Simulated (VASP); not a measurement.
# NaI (Fm-3m) in VASP: notebook

Runs on NaI. Level: PBE. Tasks: single point.

Program: VASP 6.6.1. These are calculated values, not measurements. Logs are shortened: lines on timing, memory, paths and dates and some standing lists are left out, and cuts for length are marked.

**1. The structure**

It takes space group Fm-3m (No. 225, cubic). The conventional cell has a = 6.473 Å, b = 6.473 Å, c = 6.473 Å, α = 90.00°, β = 90.00°, γ = 90.00°. I (site symmetry m-3m) is surrounded by 6 Na at 3.24 Å. Na (site symmetry m-3m) is surrounded by 6 I at 3.24 Å.

**2. Single point, PBE**

INCAR reads:

```
SYSTEM = NaI
PREC = Accurate ; ENCUT = 700
EDIFF = 1E-6 ; ISMEAR = 0
SIGMA = 0.05 ; LREAL = .FALSE.
LASPH = .TRUE. ; NELM = 100
ALGO = Normal ; ISIF = 2
LWAVE = .FALSE. ; LCHARG = .FALSE.
GGA = PE ; NBANDS = 14
ADDGRID = .FALSE.
```

KPOINTS reads:

```
Automatic mesh
0
G
  2 2 2
  0 0 0
```

POSCAR reads:

```
NaI
1.0
    0.0000000000      3.2364000000      3.2364000000
    3.2364000000      0.0000000000      3.2364000000
    3.2364000000      3.2364000000      0.0000000000
I Na
1 1
Direct
    0.5000000000      0.5000000000      0.5000000000
    0.0000000000      0.0000000000      0.0000000000
```

Potentials or basis: VASP PAW PBE potentials, release 64 (I, Na_pv).

Run with:

```bash
$ cat potpaw_PBE.64/I/POTCAR potpaw_PBE.64/Na_pv/POTCAR > POTCAR
$ mpirun -np 1 vasp_std > vasp.out
```

OUTCAR:

```text
SYSTEM = NaI
   PREC = Accurate
   ENCUT = 700
   EDIFF = 1E-6
   ISMEAR = 0
   LREAL = .FALSE.
   LASPH = .TRUE.
   NELM = 100
   ISIF = 2
   GGA = PE

 Found      3 irreducible k-points:

 Following reciprocal coordinates:
            Coordinates               Weight
  0.000000  0.000000  0.000000      1.000000
  0.500000  0.000000  0.000000      4.000000
  0.500000  0.500000  0.000000      3.000000
   k-points           NKPTS =      3   k-points in BZ     NKDIM =      3   number of bands    NBANDS=     14
   number of dos      NEDOS =    301   number of ions     NIONS =      2
   total plane-waves  NPLWV =  64000
   dimension x,y,z NGX =    40 NGY =   40 NGZ =   40
   dimension x,y,z NGXF=    80 NGYF=   80 NGZF=   80
   ions per type =               1   1
   NGX,Y,Z   is equivalent  to a cutoff of  14.53, 14.53, 14.53 a.u.
   NGXF,Y,Z  is equivalent  to a cutoff of  29.06, 29.06, 29.06 a.u.
 SYSTEM =  NaI
   PREC   = accura    normal or accurate (medium, high low for compatibility)
   ISTART =      0    job   : 0-new  1-cont  2-samecut
   ICHARG =      2    charge: 1-file 2-atom 10-const
   ISPIN  =      1    spin polarized calculation?
   LNONCOLLINEAR =      F non collinear calculations
   LSORBIT =      F    spin-orbit coupling
   LASPH  =      T    aspherical Exc in radial PAW
   ENCUT  =  700.0 eV  51.45 Ry    7.17 a.u.   9.87  9.87  9.87*2*pi/ulx,y,z
   NELM   =    100;   NELMIN=  2; NELMDL= -5     # of ELM steps
   EDIFF  = 0.1E-05   stopping-criterion for ELM
   LREAL  =      F    real-space projection
   EDIFFG = 0.1E-04   stopping-criterion for IOM
   NSW    =      0    number of steps for IOM
   IBRION =     -1    ionic relax: 0-MD 1-quasi-New 2-CG
   NFREE  =      0    steps in history (QN), initial steepest desc. (CG)
   ISIF   =      2    stress and relaxation
   ISYM   =      2    0-nonsym 1-usesym 2-fastsym
   POTIM  = 0.5000    time-step for ionic-motion
   TEBEG  =    0.0;   TEEND  =   0.0 temperature during run
   PSTRESS=    0.0 pullay stress
   NELECT =      14.0000    total number of electrons
   NUPDOWN=      -1.0000    fix difference up-down
   EMIN   =  10.00;   EMAX   =-10.00  energy-range for DOS
   EFERMI =   0.00;   METHOD = LEGACY
   ISMEAR =     0;   SIGMA  =   0.05  broadening in eV -4-tet -1-fermi 0-gaus
   EFERMI_NEDOS =   21; number of points for ismear=-14 and -15
   IALGO  =     38    algorithm
   IMIX   =      4    mixing-type and parameters
     AMIX     =   0.40;   BMIX     =  1.00
     AMIX_MAG =   1.60;   BMIX_MAG =  1.00
  volume/ion in A,a.u.               =      33.90       228.76
  Fermi-wavevector in a.u.,A,eV,Ry     =   0.967636  1.828567 12.739397  0.936319
  Thomas-Fermi vector in A             =   2.097538
   LORBIT       =      0    0 simple, 1 ext, 2 COOP (PROOUT), +10 PAW based schemes
   GGA     = PE    functional components
   LHFCALC =     F    Hartree Fock is set to
   AEXX    =    0.0000 exact exchange contribution
   IVDW    =     0    specifies the selected vdW correction
   LEPSILON=     F    determine dielectric tensor
   LRPA    =     F    only Hartree local field effects (RPA)
 non-spin polarized calculation
 Gauss-broadening in eV      SIGMA  =   0.05
  energy-cutoff  :      700.00
  volume of cell :       67.80
 maximum number of plane-waves:      2884
 NGX is ok and might be reduce to    40
   NGX = 19   NGY = 19   NGZ = 19

 number of electron      13.9999994 magnetization

 Free energy of the ion-electron system (eV)
  ---------------------------------------------------
  ext. energy  EPLUGINS =         0.00000000
  ---------------------------------------------------
  free energy    TOTEN  =        -4.96610829 eV

  energy without entropy =       -4.96610829  energy(sigma->0) =       -4.96610829

 E-fermi :   1.2221     XC(G=0):  -7.6190

 val. band max:        0.9842961951   @ k =   0.0000   0.0000   0.0000
 cond. band min:       4.5565149401   @ k =   0.0000   0.0000   0.0000
 fundamental gap:      3.5722187450
 Fermi energy:         1.2221483866

 k-point     1 :       0.0000    0.0000    0.0000
  band No.  band energies     occupation
      1     -21.7639      2.00000
      2     -21.7639      2.00000
      3     -21.7639      2.00000
      4      -9.9889      2.00000
      5       0.9843      2.00000
      6       0.9843      2.00000
      7       0.9843      2.00000
      8       4.5565      0.00000
      9       8.8275      0.00000
     10       8.8275      0.00000
     11       8.8275      0.00000
     12      10.6341      0.00000
     13      10.6341      0.00000
     14      11.3813      0.00000

 k-point     2 :       0.5000    0.0000    0.0000
  band No.  band energies     occupation
      1     -21.7690      2.00000
      2     -21.7642      2.00000
      3     -21.7642      2.00000
      4      -9.6660      2.00000
      5      -1.2376      2.00000
      6       0.6982      2.00000
      7       0.6982      2.00000
      8       6.0123      0.00000
      9       8.3213      0.00000
     10       8.3214      0.00000
     11       9.6271      0.00000
     12      11.2435      0.00000
     13      13.1636      0.00000
     14      13.1636      0.00000

 k-point     3 :       0.5000    0.5000    0.0000
  band No.  band energies     occupation
      1     -21.7678      2.00000
      2     -21.7655      2.00000
      3     -21.7655      2.00000
      4      -9.5865      2.00000
      5      -0.9492      2.00000
      6       0.2249      2.00000
      7       0.2249      2.00000
      8       5.3477      0.00000
      9       6.4694      0.00000
     10      10.8583      0.00000
     11      12.2113      0.00000
     12      12.2113      0.00000
     13      12.4562      0.00000
     14      14.1406      0.00000

------------------------ aborting loop because EDIFF is reached ----------------------------------------

  FORCE on cell =-STRESS in cart. coord.  units (eV):
  Direction    XX          YY          ZZ          XY          YZ          ZX
  --------------------------------------------------------------------------------------
  -------------------------------------------------------------------------------------
  Total        1.1391631      1.1391631      1.1391631     -0.0000000      0.0000000     -0.0000000
  in kB       26.9203011     26.9203011     26.9203011     -0.0000000      0.0000000     -0.0000000
  external PRESSURE =      26.9203011 kB  Pullay stress =       0.0000000 kB

 VOLUME and BASIS-vectors are now :
 -----------------------------------------------------------------------------
  energy-cutoff  :      700.00
  volume of cell :       67.80
      direct lattice vectors                 reciprocal lattice vectors
     0.000000000  3.236400000  3.236400000    -0.154492646  0.154492646  0.154492646
     3.236400000  0.000000000  3.236400000     0.154492646 -0.154492646  0.154492646
     3.236400000  3.236400000  0.000000000     0.154492646  0.154492646 -0.154492646

 POSITION                                       TOTAL-FORCE (eV/Angst)
 -----------------------------------------------------------------------------------
      3.23640      3.23640      3.23640         0.000000     -0.000000     -0.000000
      0.00000      0.00000      0.00000        -0.000000      0.000000      0.000000
 -----------------------------------------------------------------------------------
    total drift:                                0.000000     -0.000000     -0.000000

  FREE ENERGIE OF THE ION-ELECTRON SYSTEM (eV)
  ---------------------------------------------------
  free  energy   TOTEN  =        -4.9661082947 eV

  energy  without entropy=       -4.9661082947  energy(sigma->0) =       -4.96610829
```

Wall time 9.7 s (1 thread of Intel Xeon Platinum 8488C (Sapphire Rapids), shared host); peak memory 0.23 GiB.

These settings aren't checked as converged: the numbers below hold their error.

What came out:

```
Free energy            : -4.9661 eV
Pressure               : 2.7 GPa
Band gap on the k mesh : 3.57 eV, direct
```

Caveat: the k mesh is coarse (spacing up to 0.84 Å⁻¹), so the values aren't converged; spin-orbit coupling is left out, which moves the levels of the heavy elements.

[end of part 1 of 2]
